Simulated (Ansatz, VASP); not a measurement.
**Mg2B3 in VASP and in Ansatz**

The input INCAR:

```
SYSTEM = Mg2B3
ALGO = Normal
EDIFF = 1E-6
ENCUT = 520
GGA = PE
ISIF = 2
ISMEAR = 0
LASPH = .TRUE.
LCHARG = .FALSE.
LREAL = .FALSE.
LWAVE = .FALSE.
NBANDS = 14
NELM = 100
PREC = Accurate
SIGMA = 0.1
```

KPOINTS

```
k-points
0
G
  6 6 4
  0 0 0
```

Contents of POSCAR:

```
Mg2B3
1.0
    3.6989590200      0.0000000000      0.0000000000
   -1.8494795100      3.2033924800      0.0000000000
    0.0000000000      0.0000000000      4.5421876500
Mg B
2 3
Direct
    0.6666666700      0.3333333300      0.5000000000
    0.3333333300      0.6666666700      0.0000000000
    0.0000000000      0.0000000000      0.7454000100
    0.0000000000      0.0000000000      0.2545999900
    0.6666666700      0.3333333300      0.0000000000
```

Input for Ansatz:

```yaml
crystal:
  lattice:
    - [3.69895902, 0.0, 0.0]
    - [-1.84947951, 3.20339248, 0.0]
    - [0.0, 0.0, 4.54218765]
  atoms:
    - { symbol: Mg, position: [0.66666667, 0.33333333, 0.5] }
    - { symbol: Mg, position: [0.33333333, 0.66666667, 0.0] }
    - { symbol: B, position: [0.0, 0.0, 0.74540001] }
    - { symbol: B, position: [0.0, 0.0, 0.25459999] }
    - { symbol: B, position: [0.66666667, 0.33333333, 0.0] }
basis:
  ecutwfc: 420
kpoints:
  mp_grid: { grid: [6, 6, 4] }
hamiltonian:
  xc: pbe
scf:
  occupations: { method: gaussian, width: 0.1 }
  lower_state_search: "off"
output:
  forces: true
  stress: true
  eigenvalues: true
```

Change from the starting cell: species swapped into the Fe3Ge2 type (P-6m2, No. 187).

Alike in both runs: task single point; functional PBE; k mesh 6 × 6 × 4; occupations gaussian, width 0.1 eV; no spin polarisation.

|  | VASP | Ansatz |
| --- | --- | --- |
| version | VASP 6.6.1 | Ansatz 0.2.0 |
| potentials or method | VASP PAW PBE potentials, release 64 (Mg, B) | scalar-relativistic, plane waves, PAW |
| plane-wave cutoff (eV) | 520 | 420 |
| valence electrons in the cell | 13 | 29 |

VASP gave:

```
gap on the k mesh at the Fermi level (eV)       : none
pressure (GPa)                                  : 8.8
largest component of the traceless stress (GPa) : 2.06
rms of the force components (eV/Å)              : 0.285
```

Problem. Which values does Ansatz return?

Solution. gap on the k mesh at the Fermi level (eV): none; pressure (GPa): 8.9; largest component of the traceless stress (GPa): 2.01; rms of the force components (eV/Å): 0.282.

Atom by atom the forces differ by 0.002 eV/Å (rms over components). A gap of «none» marks a metal or a gap that the smearing closes. The two sets of potentials don't hold the same shells in valence.
